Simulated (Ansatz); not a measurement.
# Settings and their price: the unslipped end of a generalised stacking fault on (111) (glide set) of a GaP-AlP solid solution (72 atoms)

The cell holds 72 atoms: 18 Al, 36 P and 18 Ga. Its edges and angles: a = 6.683 Å, b = 11.576 Å, c = 19.103 Å, α = 90.0°, β = 90.0°, γ = 90.0°. It derives from GaP and AlP. Zinc-blende GaP lattice (a = 5.4569 Å, the value set for the mixture), cell with z along [111], 1 x 3 x 2 periods; the third cell vector is tilted by 0.000 of 1/2[11-2] and lengthened by 0.2 Å, so the stacking has no slip (glide set); displaced by a Gaussian of 0.01 Å; 18 of 36 Ga sites given to Al at random (lattice constant by Vegard's rule between GaP and AlP).

Geometry: as built.

Reference run: Kohn-Sham DFT, PBE, PAW (set soft_2), plane waves (Ansatz 0.2.0), cutoff 420 eV, k-mesh 2×1×1, gaussian smearing of 0.05 eV.

| Property | Result |
| --- | --- |
| r.m.s. force component | 0.3117 eV/Å |
| pressure | 1.654 GPa |
| gap (highest filled to lowest empty level) | 1.299 eV |
| SCF cycles | 9 |
| time | 56 s on 4 threads of Arm Neoverse V1, shared host |

Q: Estimate how much each variant changes the results, and its time and memory.
- support functions medium
- support functions low
- support functions high
- support functions medium, radius 3.96 Å
- support functions medium, radius 4.29 Å
- support functions medium, radius 4.58 Å
- support functions medium, radius 4.9 Å
- support functions medium, radius 5.52 Å
- support functions medium, radius 6.13 Å

Differences are against the plane-wave reference (Kohn-Sham DFT, PBE, PAW (set soft_2), plane waves), whose r.m.s. force component is 0.312 eV/Å. Energies are set beside the reference only for runs with its functional, potentials and electron count. Times are for 4 threads of Arm Neoverse V1, shared host. The reference's time includes the DOS, the stress and grids, which some other runs skip.

```
                                    run  Δ force, r.m.s. (meV/Å)  share of r.m.s. force (%)  Δ energy (meV/atom)  Δ gap (eV)  cycles     time  host memory (GiB)
                              reference                        -                          -                    -           -       9     56 s                4.5
               support functions medium                    0.289                     0.0928               -0.852      9.0e-4      13     84 s                2.7
                  support functions low                    0.288                     0.0925               -0.853      9.0e-4      12     79 s                2.7
                 support functions high                    0.053                     0.0169               -0.863     -1.0e-4      17  5.1 min                5.0
support functions medium, radius 3.96 Å                    0.336                      0.108               -0.854      0.0018      14     85 s                2.6
support functions medium, radius 4.29 Å                    0.223                     0.0715               -0.853      1.0e-4      12     94 s                2.9
support functions medium, radius 4.58 Å                    0.185                     0.0594               -0.851     -2.0e-4      12  1.9 min                3.2
 support functions medium, radius 4.9 Å                    0.176                     0.0564                -0.85     -2.0e-4      13  2.3 min                3.6
support functions medium, radius 5.52 Å                    0.161                     0.0518               -0.850     -2.0e-4      13  3.8 min                4.6
support functions medium, radius 6.13 Å                    0.157                     0.0505               -0.850     -1.0e-4      13  6.2 min                5.6
```

Among numerical settings the force difference runs from 0.053 meV/Å (support functions high) to 0.34 meV/Å (support functions medium, radius 3.96 Å). At 72 atoms the fastest of the runs at a preset level, support functions low, takes roughly 1.4 times the time of plane waves (whose run also made extra analyses, so the like-for-like ratio is larger), in 12 SCF cycles against 9. Differences between support functions and plane waves include what basis error the plane-wave run still has. As the radius goes from 3.96 to 6.13 Å, the force difference goes from 0.34 to 0.16 meV/Å, and the time from 85 s to 6.2 min. 

[Logs are printed without paths, hosts, clocks, repeated set-up lines and the standing remarks that a program may print on its own settings, such as how far it seeks lower states.]

[Hosts, paths, dates, database ids (printed as entryN), source tags and the programs' standing remarks are cut or masked in the printed files.]
